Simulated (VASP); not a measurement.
# W (Im-3m) in VASP: a series of runs

One crystal, W, is run at these levels: PBE; tasks: relaxation of cell and atoms, single point.

Program: VASP 6.6.1. These are calculated values, not measurements. Logs are shortened: lines on timing, memory, paths and dates and some standing lists are left out, and cuts for length are marked.

## Step 1: The structure

It takes space group Im-3m (No. 229, cubic). Conventional cell: a = 3.165 Å, b = 3.165 Å, c = 3.165 Å, α = 90.00°, β = 90.00°, γ = 90.00°. W (site symmetry m-3m) has 8 W at 2.74 Å as nearest neighbours.

## Step 2: Relaxation of cell and atoms, PBE

The input, INCAR:

```
SYSTEM = W
PREC     = Accurate       ! precision mode
ENCUT    = 520            ! plane-wave cutoff, eV
EDIFF    = 1E-7           ! SCF threshold, eV
ISMEAR   = 0              ! smearing method
SIGMA    = 0.1            ! smearing width, eV
LREAL    = .False.        ! projectors in reciprocal space
LASPH    = .True.         ! aspherical terms in the spheres
NELM     = 80             ! most SCF steps
ALGO     = Normal         ! electronic algorithm
ISIF     = 3              ! what is computed and relaxed
LWAVE    = .False.        ! write WAVECAR
LCHARG   = .False.        ! write CHGCAR
GGA      = PE             ! functional
IBRION   = 2              ! ionic algorithm
NSW      = 80             ! ionic steps
EDIFFG   = -0.002         ! ionic threshold
```

The input, KPOINTS:

```
Automatic mesh
0
Gamma
  18 18 18
  0 0 0
```

The input, POSCAR:

```
W
1.0
   -1.5823450000      1.5823450000      1.5823450000
    1.5823450000     -1.5823450000      1.5823450000
    1.5823450000      1.5823450000     -1.5823450000
W
1
Direct
    0.0000000000      0.0000000000      0.0000000000
```

Potentials or basis: VASP PAW PBE potentials, release 64 (W_sv).

Launch:

```console
$ cat potpaw_PBE.64/W_sv/POTCAR > POTCAR
$ mpirun -np 1 vasp_std > vasp.out
```

OUTCAR:

```text
SYSTEM = W
   PREC = Accurate
   ENCUT = 520
   EDIFF = 1E-7
   ISMEAR = 0
   LREAL = .False.
   LASPH = .True.
   NELM = 80
   ISIF = 3
   GGA = PE
   IBRION = 2
   NSW = 80
   EDIFFG = -0.002

 ion  position               nearest neighbor table
   1  0.000  0.000  0.000-

  LATTYP: Found a body centered cubic cell.
 ALAT       =     3.1646900000

  Lattice vectors:

 A1 = (  -1.5823450000,   1.5823450000,   1.5823450000)
 A2 = (   1.5823450000,  -1.5823450000,   1.5823450000)
 A3 = (   1.5823450000,   1.5823450000,  -1.5823450000)

Analysis of symmetry for initial positions (statically):
=====================================================================
 Subroutine PRICEL returns:
 Original cell was already a primitive cell.

 Routine SETGRP: Setting up the symmetry group for a
 body centered cubic supercell.

 Subroutine GETGRP returns: Found 48 space group operations
 (whereof 48 operations were pure point group operations)
 out of a pool of 48 trial point group operations.

The static configuration has the point symmetry O_h .

Analysis of symmetry for dynamics (positions and initial velocities):
=====================================================================
 Subroutine PRICEL returns:
 Original cell was already a primitive cell.

 Routine SETGRP: Setting up the symmetry group for a
 body centered cubic supercell.

 Subroutine GETGRP returns: Found 48 space group operations
 (whereof 48 operations were pure point group operations)
 out of a pool of 48 trial point group operations.

The dynamic configuration has the point symmetry O_h .

 Subroutine INISYM returns: Found 48 space group operations
 (whereof 48 operations are pure point group operations),
 and found     1 'primitive' translations

----------------------------------------------------------------------------------------

                                     Primitive cell

  volume of cell :      15.8476

  direct lattice vectors                    reciprocal lattice vectors
    -1.582345000  1.582345000  1.582345000     0.000000000  0.315986716  0.315986716
     1.582345000 -1.582345000  1.582345000     0.315986716  0.000000000  0.315986716
     1.582345000  1.582345000 -1.582345000     0.315986716  0.315986716  0.000000000

  length of vectors
     2.740701935  2.740701935  2.740701935     0.446872699  0.446872699  0.446872699

  position of ions in fractional coordinates (direct lattice)
     0.000000000  0.000000000  0.000000000

  ion indices of the primitive-cell ions
   primitive index   ion index
                 1           1

----------------------------------------------------------------------------------------

 KPOINTS: Automatic mesh

Automatic generation of k-mesh.
 Grid dimensions read from file:
 generate k-points for:   18   18   18

 Generating k-lattice:

  Cartesian coordinates                     Fractional coordinates (reciprocal lattice)
     0.000000000  0.017554818  0.017554818     0.055555556  0.000000000  0.000000000
     0.017554818  0.000000000  0.017554818     0.000000000  0.055555556  0.000000000
     0.017554818  0.017554818  0.000000000     0.000000000  0.000000000  0.055555556

  Length of vectors
     0.024826261  0.024826261  0.024826261

  Shift w.r.t. Gamma in fractional coordinates (k-lattice)
     0.000000000  0.000000000  0.000000000

 Subroutine IBZKPT returns following result:
 ===========================================

 Found    195 irreducible k-points:

 Following reciprocal coordinates:
            Coordinates               Weight
  0.000000  0.000000  0.000000      1.000000
  0.055556  0.000000  0.000000     12.000000
  0.111111  0.000000  0.000000     12.000000
  0.166667  0.000000  0.000000     12.000000
  0.222222  0.000000  0.000000     12.000000
  0.277778  0.000000  0.000000     12.000000
[... 16 lines left out ...]
  0.333333  0.111111 -0.000000     48.000000
  0.388889  0.111111  0.000000     48.000000
 [... further k-points ...]
   k-points           NKPTS =    195   k-points in BZ     NKDIM =    195   number of bands    NBANDS=     11
   number of dos      NEDOS =    301   number of ions     NIONS =      1
   total plane-waves  NPLWV =   8000
   dimension x,y,z NGX =    20 NGY =   20 NGZ =   20
   dimension x,y,z NGXF=    40 NGYF=   40 NGZF=   40
   ions per type =               1
   NGX,Y,Z   is equivalent  to a cutoff of  12.13, 12.13, 12.13 a.u.
   NGXF,Y,Z  is equivalent  to a cutoff of  24.26, 24.26, 24.26 a.u.
 SYSTEM =  W
   PREC   = accura    normal or accurate (medium, high low for compatibility)
   ISTART =      0    job   : 0-new  1-cont  2-samecut
   ICHARG =      2    charge: 1-file 2-atom 10-const
   ISPIN  =      1    spin polarized calculation?
   LNONCOLLINEAR =      F non collinear calculations
   LSORBIT =      F    spin-orbit coupling
   LASPH  =      T    aspherical Exc in radial PAW
   ENCUT  =  520.0 eV  38.22 Ry    6.18 a.u.   5.10  5.10  5.10*2*pi/ulx,y,z
   NELM   =     80;   NELMIN=  2; NELMDL= -5     # of ELM steps
   EDIFF  = 0.1E-06   stopping-criterion for ELM
   LREAL  =      F    real-space projection
   EDIFFG = -.2E-02   stopping-criterion for IOM
   NSW    =     80    number of steps for IOM
   IBRION =      2    ionic relax: 0-MD 1-quasi-New 2-CG
   NFREE  =      1    steps in history (QN), initial steepest desc. (CG)
   ISIF   =      3    stress and relaxation
   ISYM   =      2    0-nonsym 1-usesym 2-fastsym
   POTIM  = 0.5000    time-step for ionic-motion
   TEBEG  =    0.0;   TEEND  =   0.0 temperature during run
   PSTRESS=    0.0 pullay stress
   NELECT =      14.0000    total number of electrons
   NUPDOWN=      -1.0000    fix difference up-down
   EMIN   =  10.00;   EMAX   =-10.00  energy-range for DOS
   EFERMI =   0.00;   METHOD = LEGACY
   ISMEAR =     0;   SIGMA  =   0.10  broadening in eV -4-tet -1-fermi 0-gaus
   EFERMI_NEDOS =   21; number of points for ismear=-14 and -15
   IALGO  =     38    algorithm
   IMIX   =      4    mixing-type and parameters
     AMIX     =   0.40;   BMIX     =  1.00
     AMIX_MAG =   1.60;   BMIX_MAG =  1.00
  volume/ion in A,a.u.               =      15.85       106.94
  Fermi-wavevector in a.u.,A,eV,Ry     =   1.570832  2.968442 33.572544  2.467512
  Thomas-Fermi vector in A             =   2.672506
   LORBIT       =      0    0 simple, 1 ext, 2 COOP (PROOUT), +10 PAW based schemes
   GGA     = PE    functional components
   LHFCALC =     F    Hartree Fock is set to
   AEXX    =    0.0000 exact exchange contribution
   IVDW    =     0    specifies the selected vdW correction
   LEPSILON=     F    determine dielectric tensor
   LRPA    =     F    only Hartree local field effects (RPA)
 conjugate gradient relaxation of ions
 non-spin polarized calculation
 Gauss-broadening in eV      SIGMA  =   0.10
  energy-cutoff  :      520.00
  volume of cell :       15.85
 maximum number of plane-waves:       440
   NGX = 11   NGY = 11   NGZ = 11

--------------------------------------- Ionic step        1  -------------------------------------------

 number of electron      14.0000004 magnetization

 Free energy of the ion-electron system (eV)
  ---------------------------------------------------
  ext. energy  EPLUGINS =         0.00000000
  ---------------------------------------------------
  free energy    TOTEN  =       -12.94507089 eV

  energy without entropy =      -12.94160198  energy(sigma->0) =      -12.94333644

------------------------ aborting loop because EDIFF is reached ----------------------------------------

  FORCE on cell =-STRESS in cart. coord.  units (eV):
  Direction    XX          YY          ZZ          XY          YZ          ZX
  --------------------------------------------------------------------------------------
  -------------------------------------------------------------------------------------
  Total        0.6158762      0.6158762      0.6158762      0.0000000      0.0000000      0.0000000
  in kB       62.2644964     62.2644964     62.2644964      0.0000000      0.0000000      0.0000000
  external PRESSURE =      62.2644964 kB  Pullay stress =       0.0000000 kB
[... 90 lines left out ...]
  energy  without entropy=      -12.9474046856  energy(sigma->0) =      -12.94919758

--------------------------------------- Ionic step        4  -------------------------------------------

 number of electron      14.0000000 magnetization

 Free energy of the ion-electron system (eV)
  ---------------------------------------------------
  ext. energy  EPLUGINS =         0.00000000
  ---------------------------------------------------
  free energy    TOTEN  =       -12.95099591 eV

  energy without entropy =      -12.94741366  energy(sigma->0) =      -12.94920478

 E-fermi :  11.1663     XC(G=0): -13.5316

 val. band max:       11.1621165119   @ k =  -0.2778   0.3333   0.2222
 cond. band min:      11.1785232600   @ k =   0.5000   0.5000   0.2222
 fundamental gap:      0.0164067480
 Fermi energy:        11.1662864889

 k-point     1 :       0.0000    0.0000    0.0000
  band No.  band energies     occupation
      1     -63.0365      2.00000
      2     -26.6265      2.00000
      3     -26.6265      2.00000
      4     -26.6265      2.00000
      5       1.6368      2.00000
      6       9.9727      2.00000
      7       9.9727      2.00000
      8       9.9727      2.00000
      9      13.3857      0.00000
     10      13.3857      0.00000
     11      25.6400      0.00000
[... 309 lines left out ...]
 k-point    24 :       0.3889    0.1111    0.0000
  band No.  band energies     occupation
      1     -62.9133      2.00000
      2     -27.7603      2.00000
      3     -27.0531      2.00000
      4     -26.6860      2.00000
      5       5.4423      2.00000
      6       7.8399      2.00000
      7      10.5519      2.00000
      8      13.1513      0.00000
      9      14.4425      0.00000
     10      17.4292      0.00000
     11      21.8204      0.00000

 [... further k-points ...]

------------------------ aborting loop because EDIFF is reached ----------------------------------------

  FORCE on cell =-STRESS in cart. coord.  units (eV):
  Direction    XX          YY          ZZ          XY          YZ          ZX
  --------------------------------------------------------------------------------------
  -------------------------------------------------------------------------------------
  Total       -0.0006935     -0.0006935     -0.0006935      0.0000000      0.0000000      0.0000000
  in kB       -0.0687579     -0.0687579     -0.0687579      0.0000000      0.0000000      0.0000000
  external PRESSURE =      -0.0687579 kB  Pullay stress =       0.0000000 kB
[... 16 lines left out ...]
  FREE ENERGIE OF THE ION-ELECTRON SYSTEM (eV)
  ---------------------------------------------------
  free  energy   TOTEN  =       -12.9509959130 eV

  energy  without entropy=      -12.9474136567  energy(sigma->0) =      -12.94920478

 reached required accuracy - stopping structural energy minimisation
```

It took 40 s on 1 thread of Intel Xeon Platinum 8488C (Sapphire Rapids), shared host; peak memory 0.16 GiB.

Results:

| Item | Value |
| --- | --- |
| Free energy | -12.9510 eV |
| Relaxed volume | 16.16 Å³/atom |
| Relaxed cell | a = 2.759 Å, b = 2.759 Å, c = 2.759 Å, α = 109.47°, β = 109.47°, γ = 109.47° |
| Space group after relaxing (to 0.05 Å) | Im-3m (No. 229) |
| Energy gained by relaxing | 5.9 meV/atom |
| Ionic steps | 4 |
| Pressure after relaxing | 0.0 GPa |
| Band gap on the k mesh | none (metal or under the smearing width) |

Step by step:
```
step  energy change (eV)  largest force (eV/Å)  pressure (GPa)  volume (Å³)
   1              0.0000                0.0000            6.23        15.85
   2              0.0625                0.0000          -18.01        17.30
   3             -0.0059                0.0000           -0.17        16.17
   4             -0.0059                0.0000           -0.01        16.16
```

Final structure:
```
W
1.0
    -1.59265    1.59265    1.59265
     1.59265   -1.59265    1.59265
     1.59265    1.59265   -1.59265
W
1
Direct
  0.00000 0.00000 0.00000
```

Levels at points of the mesh, in eV from the Fermi level:
```tsv
k point	band 4	band 5	band 6	band 7	band 8	band 9	band 10	band 11
(0.00, 0.00, 0.00)	-37.79	-9.53	-1.19	-1.19	-1.19	2.22	2.22	14.47
(0.50, 0.00, 0.00)	-37.80	-6.15	-3.47	0.61	2.10	3.06	5.99	10.78
(0.50, 0.50, 0.50)	-38.64	-5.68	-5.68	5.03	5.03	5.03	8.09	8.09
```

(Continued in part 2 of 3.)
